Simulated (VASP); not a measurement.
Write the native input for VASP 6.6.1 that does the following.

```yaml
Task: relaxation of cell and atoms
Functional: PBE
Dispersion: D3(BJ)
Potentials_or_basis: VASP PAW PBE potentials, release 64 (Sc_sv, Al)
Cutoff: 600 eV
k_mesh: 10 × 10 × 10
Occupations: methfessel-paxton, width 0.1 eV
Spin: no spin polarisation
Further_INCAR_settings: ALGO = Normal; EDIFF = 1e-06; IBRION = 2; EDIFFG = -0.01; NSW = 90; ISIF = 3
```

The structure of ScAl3 lies in POSCAR:

```
ScAl3
1.0
    4.0878065700      0.0000000000      0.0000000000
    0.0000000000      4.0878065700      0.0000000000
    0.0000000000      0.0000000000      4.0878065700
Sc Al
1 3
Direct
    0.0000000000      0.0000000000      0.0000000000
    0.5000000000      0.0000000000      0.5000000000
    0.0000000000      0.5000000000      0.5000000000
    0.5000000000      0.5000000000      0.0000000000
```

The cell is a database's computed one.

One way to write it, as run:

INCAR

```
PREC     = Accurate       # precision mode
ENCUT    = 600            # plane-wave cutoff, eV
EDIFF    = 1E-6           # SCF threshold, eV
ISMEAR   = 1              # smearing method
SIGMA    = 0.1            # smearing width, eV
LREAL    = F              # projectors in reciprocal space
LASPH    = T              # aspherical terms in the spheres
NELM     = 80             # most SCF steps
ALGO     = Normal         # electronic algorithm
ISIF     = 3              # what is computed and relaxed
LWAVE    = F              # write WAVECAR
LCHARG   = F              # write CHGCAR
GGA      = PE             # functional
IVDW     = 12             # dispersion correction
IBRION   = 2              # ionic algorithm
NSW      = 90             # ionic steps
EDIFFG   = -0.01          # ionic threshold
```

KPOINTS

```
regular mesh
0
Gamma
  10 10 10
```

Potentials or basis: VASP PAW PBE potentials, release 64 (Sc_sv, Al).

Launch:

```sh
$ cat potpaw_PBE.64/Sc_sv/POTCAR potpaw_PBE.64/Al/POTCAR > POTCAR
$ mpirun -np 1 vasp_std > vasp.out
```

It gave:

```yaml
Relaxed_volume: 16.60 Å³/atom
Relaxed_cell: a = 4.049 Å, b = 4.049 Å, c = 4.049 Å, α = 90.00°, β = 90.00°, γ = 90.00°
Space_group_after_relaxing_to_0.05_Å: Pm-3m (No. 221)
Energy_gained_by_relaxing: 3.9 meV/atom
Ionic_steps: 3
Pressure_after_relaxing: 0.0 GPa
Band_gap_on_the_k_mesh: none (metal or under the smearing width)
Dispersion_energy_per_atom: -0.390 eV
```

Caveat: pairwise dispersion overbinds metals, which lowers pressure and volume.

Run time: 110 s on 1 thread of Intel(R) Xeon(R) Platinum 8488C (Sapphire Rapids), with other jobs on the host, peak memory 0.26 GiB.
